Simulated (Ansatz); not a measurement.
## ZnS under uniaxial strain: field gradients at the nuclei

Cell: a structure deposited in the COD, whose atoms a relaxation with PBE at fixed cell left in place.

```
Zn S
1.0
     0.00000    2.70725    2.70725
     2.70725    0.00000    2.70725
     2.70725    2.70725    0.00000
Zn S
1 1
Direct
  0.00000 0.00000 0.00000
  0.25000 0.25000 0.25000
```

Atom numbers follow the list; atoms alike are taken as one site, whose name carries the number of the first.

Method: Kohn–Sham DFT in Ansatz, PBE, plane waves and PAW, scalar-relativistic, 420 eV cutoff, Γ-centred 14×14×14 k-points, Fermi–Dirac smearing 0.02 eV.

The cell is stretched along z (the third Cartesian axis of the run's cell), x and y held, and the ions relax again each time.

| strain along z (%) | Zn: V along z (10²¹ V/m²) | S: V along z (10²¹ V/m²) |
| --- | --- | --- |
| -3 | ? | ? |
| -2 | 0.38 | -0.41 |
| -1 | 0.18 | -0.20 |
| 0 | 0.00 | 0.00 |
| +1 | -0.18 | 0.21 |
| +2 | -0.36 | 0.42 |
| +3 | -0.53 | 0.64 |

Question: Estimate the row at -3 % from the others.

Answer: Zn: 0.58; S: -0.61. Worked for Zn: a straight line through the other 6 rows has a slope of -0.182 × 10²¹ V/m² per per cent of strain and gives 0.55 at -3 %, against 0.58 from the run, so the response is nearly linear here. For 67Zn that is −0.54 MHz of C_Q per per cent. Worked for S: a straight line through the other 6 rows has a slope of 0.209 × 10²¹ V/m² per per cent of strain and gives -0.62 at -3 %, against -0.61 from the run, so the response is nearly linear here. For ³³S that is −0.35 MHz of C_Q per per cent. Without strain Zn and S sit on a cubic site without a gradient, so the whole gradient comes from the strain.
